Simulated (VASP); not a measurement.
Set up this calculation in VASP 6.6.1, as the native input.

```yaml
Task: relaxation of cell and atoms
Functional: PBEsol
Dispersion: D3
Potentials_or_basis: VASP PAW PBE potentials, release 64 (Ni, O)
Cutoff: 600 eV
k_mesh: 11 × 11 × 11
Occupations: fermi-dirac, width 0.05 eV
Spin: collinear spin, ferromagnetic start
Starting_moments: "[1.0, 0.0] μB"
Further_INCAR_settings: ALGO = Normal; EDIFF = 1e-06; IBRION = 2; EDIFFG = -0.01; NSW = 60; ISIF = 3
```

The structure of NiO lies in POSCAR:

```
NiO
1.0
    0.0000000000      2.0859016414      2.0859016414
    2.0859016414      0.0000000000      2.0859016414
    2.0859016414      2.0859016414      0.0000000000
Ni O
1 1
Direct
    0.0000000000      0.0000000000      0.0000000000
    0.5000000000      0.5000000000      0.5000000000
```

The input as run:

INCAR

```
ALGO = Normal ; EDIFF = 1E-6
EDIFFG = -0.01 ; ENCUT = 600
GGA = PS ; IBRION = 2
ISIF = 3 ; ISMEAR = -1
ISPIN = 2 ; IVDW = 11
LASPH = True ; LCHARG = False
LMAXMIX = 4 ; LORBIT = 11
LREAL = False ; LWAVE = False
MAGMOM = 1 0 ; NELM = 150
NSW = 60 ; PREC = Accurate
SIGMA = 0.05
```

KPOINTS

```
k-points
0
Gamma
  11 11 11
```

Potentials or basis: VASP PAW PBE potentials, release 64 (Ni, O).

Command:

```bash
$ cat potpaw_PBE.64/Ni/POTCAR potpaw_PBE.64/O/POTCAR > POTCAR
$ mpirun -np 1 vasp_std > vasp.out
```

Results of the run:

| Property | Result |
| --- | --- |
| Relaxed volume | 8.64 Å³/atom |
| Relaxed cell | a = 2.901 Å, b = 2.901 Å, c = 2.901 Å, α = 60.00°, β = 60.00°, γ = 60.00° |
| Space group after relaxing (to 0.05 Å) | Fm-3m (No. 225) |
| Energy gained by relaxing | 14.0 meV/atom |
| Ionic steps | 3 |
| Pressure after relaxing | 0.0 GPa |
| Band gap on the k mesh | none (metal or under the smearing width) |
| Net moment | 1.21 μB per cell |
| Site moments | Ni +1.01; O +0.17 μB |
| Valence electrons inside the program's atomic spheres | Ni 9.14; O 4.95 |
| Dispersion energy per atom | -0.165 eV |

Caveat: the PAW data sets were made with another functional, which shifts forces and pressure a little; a cell with one magnetic atom can't hold antiferromagnetic order, which such compounds often take; semilocal functionals often make such compounds metallic where correlation or magnetic order opens a gap, which also shifts bond lengths; pairwise dispersion overbinds metals, which lowers pressure and volume.

Run time: 45 s on 1 thread of Intel(R) Xeon(R) Platinum 8488C (Sapphire Rapids), with other jobs on the host, peak memory 0.18 GiB.
